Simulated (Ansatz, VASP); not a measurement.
## Two plane-wave programs on InAs

File INCAR:

```
SYSTEM = InAs
  PREC = Accurate
  ENCUT = 520
  EDIFF = 1E-6
  ISMEAR = 0
  SIGMA = 0.1
  LREAL = .FALSE.
  LASPH = .TRUE.
  NELM = 100
  ALGO = Normal
  ISIF = 2
  LWAVE = .FALSE.
  LCHARG = .FALSE.
  GGA = PE
  NBANDS = 16
```

The input KPOINTS:

```
Automatic mesh
0
G
  12 12 12
  0 0 0
```

The input POSCAR:

```
InAs
1.0
    0.0000000000      2.9641289758      2.9641289758
    2.9641289758      0.0000000000      2.9641289758
    2.9641289758      2.9641289758      0.0000000000
In As
1 1
Direct
    0.0000000000      0.0000000000      0.0000000000
    0.2500000000      0.2500000000      0.2500000000
```

Input for Ansatz:

```yaml
crystal:
  lattice:
    - [0.0, 2.9641289757, 2.9641289757]
    - [2.9641289757, 0.0, 2.9641289757]
    - [2.9641289757, 2.9641289757, 0.0]
  atoms:
    - { symbol: In, position: [0.0, 0.0, 0.0] }
    - { symbol: As, position: [0.25, 0.25, 0.25] }
basis:
  ecutwfc: 420
kpoints:
  mp_grid: { grid: [12, 12, 12] }
hamiltonian:
  xc: pbe
scf:
  occupations: { method: gaussian, width: 0.1 }
output:
  forces: true
  stress: true
  eigenvalues: true
```

Alike in both runs: task single point; functional PBE; k mesh 12 × 12 × 12; occupations gaussian, width 0.1 eV; no spin polarisation.

|  | VASP | Ansatz |
| --- | --- | --- |
| version | VASP 6.6.1 | Ansatz 0.2.0 |
| potentials or method | VASP PAW PBE potentials, release 64 (In_d, As) | scalar-relativistic, plane waves, PAW |
| plane-wave cutoff (eV) | 520 | 420 |
| valence electrons in the cell | 18 | 28 |

|  | VASP | Ansatz | Ansatz less VASP |
| --- | --- | --- | --- |
| gap on the k mesh at the Fermi level (eV) | 0.11 | 0.11 | -0.004 |
| least direct gap on the mesh (eV) | 0.11 | 0.11 | -0.004 |
| pressure (GPa) | 8.5 | 8.4 | -0.09 |

The functional is the same, so the differences come from potentials, cutoffs and numerics. The two sets of potentials don't hold the same shells in valence.

Caveats: spin-orbit coupling is left out, which moves the levels of the heavy elements.
